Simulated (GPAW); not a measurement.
The system is BeS.

```
S Be
1.0
     0.00000    2.42500    2.42500
     2.42500    0.00000    2.42500
     2.42500    2.42500    0.00000
S Be
1 1
Direct
  0.75000 0.75000 0.75000
  0.00000 0.00000 0.00000
```

* Program: GPAW 26.7.0
* Task: relaxation of cell and atoms
* Functional: revPBE
* Potentials or basis: the program's PAW data sets (release 1.2.1) made for this functional
* Cutoff: 800 eV
* Basis: pw
* k mesh: 9 × 9 × 9
* Occupations: fermi-dirac, width 0.05 eV
* Spin: no spin polarisation

At the start: pressure 4.2 GPa; volume 14.26 Å³/atom.

Q: How do energy, volume and symmetry change on relaxing?

A: Over 3 steps the energy falls by 8.1 meV/atom and the volume is 14.87 Å³/atom (+4.3 %); space group F-43m (No. 216, to 0.05 Å).

Step by step:
| step | energy change (eV) | largest force (eV/Å) | pressure (GPa) | volume (Å³) |
| --- | --- | --- | --- | --- |
| 1 | 0.0000 | 0.0000 | 4.17 | 28.52 |
| 2 | -0.0054 | 0.0000 | 3.35 | 28.75 |
| 3 | -0.0161 | 0.0000 | 0.12 | 29.74 |

Final structure:
```
S Be
1.0
     0.00000    2.45911    2.45911
     2.45911    0.00000    2.45911
     2.45911    2.45911    0.00000
S Be
1 1
Direct
  0.75000 0.75000 0.75000
  0.00000 0.00000 0.00000
```

Caveat: later steps reuse the first step's grids.
